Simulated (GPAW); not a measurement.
Here is a GPAW 26.7.0 calculation.

Contents of run.py:

```python
from ase.calculators.mixing import SumCalculator
from ase.eos import EquationOfState
from ase.io import Trajectory
from ase.spacegroup import crystal
from ase.units import GPa
from dftd4.ase import DFTD4
from gpaw import GPAW, PW, setup_paths

setup_paths.insert(0, '.')

# P 4c
# B 4a
atoms = crystal(['P', 'B'],
                basis=[[0.25, 0.25, 0.25],
                       [0.0, 0.0, 0.0]],
                spacegroup=216, setting=1,  # F-43m
                cellpar=[4.538, 4.538, 4.538, 90.0, 90.0, 90.0],
                primitive_cell=True)

traj = Trajectory('eos.traj', 'w')
volumes, energies = [], []
for x in [0.94, 0.96, 0.98, 1.0, 1.02, 1.04, 1.06]:
    a = atoms.copy()
    a.set_cell(atoms.cell * x**(1 / 3), scale_atoms=True)
    calc = GPAW(mode=PW(800),
                xc='AM05',
                kpts={'size': (10, 10, 10), 'gamma': True},
                occupations={'name': 'fermi-dirac', 'width': 0.05},
                nbands=11,
                convergence={'density': 1e-05, 'energy': 1e-05},
                maxiter=150,
                txt=f'eos-{x:.2f}.txt')
    a.calc = SumCalculator([calc, DFTD4(method='am05')])
    energies.append(a.get_potential_energy())
    volumes.append(a.get_volume())
    p = -a.get_stress()[:3].mean() / GPa
    calc.write(f'eos-{x:.2f}.gpw')
    traj.write(a)
    print(f'{x:.2f} {volumes[-1]:10.4f} A^3 {energies[-1]:14.6f} eV {p:9.3f} GPa', flush=True)

v0, e0, B = EquationOfState(volumes, energies, eos='birchmurnaghan').fit()
print(f'V0 = {v0:.4f} A^3, E0 = {e0:.6f} eV, B0 = {B / GPa:.2f} GPa')
```

Potentials or basis: PAW data sets generated in the run's folder for this functional, pw.

Launch:

```sh
$ gpaw-setup -f AM05 B P
$ OMP_NUM_THREADS=1 python run.py
```

Task: Predict the equilibrium volume.

Result: 11.36 Å³/atom.

Task: What does it give for the pressure derivative of the bulk modulus?

Result: 3.9.

Energy against volume, from the lowest point:
```csv
volume (Å³/atom),energy (meV/atom)
10.981,6.80
11.214,0.63
11.448,0.00
11.682,4.40
11.915,13.34
12.149,26.39
12.383,43.16
```

**The experiment to reproduce.**

From “Equation of state of single-crystal cubic boron phosphide”, 2014, arxiv:1407.1677, for a bulk crystal of BP at 300 K: bulk modulus 179 ± 1 GPa.

Against the measured bulk modulus of BP, 179 GPa (300 K; “Equation of state of single-crystal cubic boron phosphide”, 2014, arxiv:1407.1677), the calculated 174 GPa is off by -2.9 %. 3 values of this kind are on record (173 to 179 GPa); this one was drawn at random among those near their median, those with a stated uncertainty first. The fit is for a static lattice scaled at fixed shape and fixed fractional positions.
